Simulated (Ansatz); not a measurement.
**Pb₂S: from a trial structure to a relaxed crystal**

These are results of Ansatz 0.2.0, DFT PBE, scalar-relativistic, plane waves, PAW, not measurements. Cutoff 420 eV, Γ-centred k mesh, Gaussian smearing, no spin polarisation in the final step.

The start puts Pb₂S on the ThSi2 structure type (I4_1/amd, No. 141), with S in place of Th, Pb in place of Si, at a guessed volume.

```
Pb S
1.0
    -2.29205    2.29205    7.96939
     2.29205   -2.29205    7.96939
     2.29205    2.29205   -7.96939
Pb S
4 2
Cartesian
  0.0000 0.0000 6.6385
  2.2920 0.0000 2.6538
  2.2920 0.0000 5.3156
  0.0000 0.0000 9.3003
  0.0000 0.0000 0.0000
  0.0000 2.2920 3.9847
```

Cell and atoms relax at zero pressure; the relaxation can't lower the symmetry of the start. After a coarse first stage the cell is made exact in the group found at 0.06 Å.

The zero of energy is the elements' standard structures at the same level; no fitted shifts are applied.

(1) What does it relax into?

(2) What are its volume, energy, density and gap?

Results:

(1) It keeps I4_1/amd (No. 141), but not the shape of the type it started on. Conventional cell: a = 3.791 Å, c = 24.491 Å. Pb has 4 S at 3.10 Å, 1 Pb at 3.13 Å, 2 Pb at 3.55 Å and 4 Pb at 3.79 Å; around S lie 8 Pb at 3.10 Å and 4 S at 3.79 Å.

```cif
data_structure
_symmetry_space_group_name_H-M 'I4_1/amd:1'
_symmetry_Int_Tables_number 141
_cell_length_a 3.7906
_cell_length_b 3.7906
_cell_length_c 24.4914
_cell_angle_alpha 90.000
_cell_angle_beta 90.000
_cell_angle_gamma 90.000
_cell_volume 351.90
loop_
_atom_site_label
_atom_site_type_symbol
_atom_site_symmetry_multiplicity
_atom_site_Wyckoff_symbol
_atom_site_fract_x
_atom_site_fract_y
_atom_site_fract_z
_atom_site_occupancy
Pb1 Pb 8 e 0.00000 0.00000 0.43620 1
S1 S 4 a 0.00000 0.00000 0.00000 1
```

(2) The volume per atom is 29.32 Å³. The density is 8.43 g/cm³, the energy over the elements is -0.02 eV/atom and the gap on the 14×14×14 mesh is 0 eV (a metal).

The final run used a 14×14×14 mesh on its 6-atom cell and 0.10 eV smearing. For metals, differences of a few meV/atom aren't resolved. Spin–orbit coupling is left out. Symmetry constrained the relaxation, so the result can be a saddle point. The steps took of the order of 6 core-minutes in all.